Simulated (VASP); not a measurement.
**From VASP inputs to Ansatz: GaN (strained rocksalt)**

INCAR

```
NSW = 0
GGA = PE
LWAVE = .FALSE.
ENCUT = 520
ISMEAR = -1
ISIF = 2
SIGMA = 0.02
NELM = 120
LASPH = .TRUE.
EDIFF = 1E-7
NBANDS = 16
PREC = Accurate
LCHARG = .FALSE.
IBRION = -1
LREAL = .FALSE.
```

KPOINTS

```
KPOINTS created by Atomic Simulation Environment
0
Gamma
10 10 10
0 0 0
```

KPOINTS_OPT

```
special points
7
Reciprocal
0.0000000000 0.0000000000 0.0000000000 1
0.5000000000 0.0000000000 0.5000000000 1
0.6250000000 0.2500000000 0.6250000000 1
0.3750000000 0.3750000000 0.7500000000 1
0.5000000000 0.5000000000 0.5000000000 1
0.5000000000 0.2500000000 0.7500000000 1
0.1875000000 0.1875000000 0.3750000000 1
```

POSCAR

```
Ga N
 1.0000000000000000
     0.0000000000000000    2.1085152350000000    2.0745681397000002
     2.1085152350000000    0.0000000000000000    2.0745681397000002
     2.1085152350000000    2.1085152350000000    0.0000000000000000
 Ga  N
   1   1
Cartesian
  0.0000000000000000  0.0000000000000000  0.0000000000000000
  2.1085152350000000  2.1085152350000000  2.0745681397000006
```

VASP ran with the recommended PBE PAW datasets (18 valence electrons in the cell).

Q: Translate these files to an Ansatz input.

A: 

```yaml
crystal:
  lattice:
    - [0.0, 2.108515235, 2.0745681397]
    - [2.108515235, 0.0, 2.0745681397]
    - [2.108515235, 2.108515235, 0.0]
  atoms:
    - { symbol: Ga, position: [0.0, 0.0, 0.0] }
    - { symbol: "N", position: [0.5, 0.5, 0.5] }
kpoints:
  mp_grid: { grid: [10, 10, 10] }
  band_path:
    path:
      - [0.0, 0.0, 0.0]
      - [0.5, 0.0, 0.5]
      - [0.625, 0.25, 0.625]
      - [0.375, 0.375, 0.75]
      - [0.5, 0.5, 0.5]
      - [0.5, 0.25, 0.75]
      - [0.1875, 0.1875, 0.375]
    npoints: 1
hamiltonian:
  xc: pbe
scf:
  occupations: { method: fermi_dirac, width: 0.02 }
  n_extra_bands: 4
output:
  forces: true
  stress: true
  eigenvalues: true
```

Other inputs would serve too.

|  | VASP | Ansatz |
| --- | --- | --- |
| gap between bands v and c | 0.64 eV | 0.65 eV |
| least direct gap | 2.99 eV | 2.99 eV |
| pressure | 13.4 GPa | 12.5 GPa |

Each program uses its own PAW datasets. VASP's cell holds 18 valence electrons and Ansatz's 18. Ansatz's stress includes a Pulay correction; VASP's doesn't.
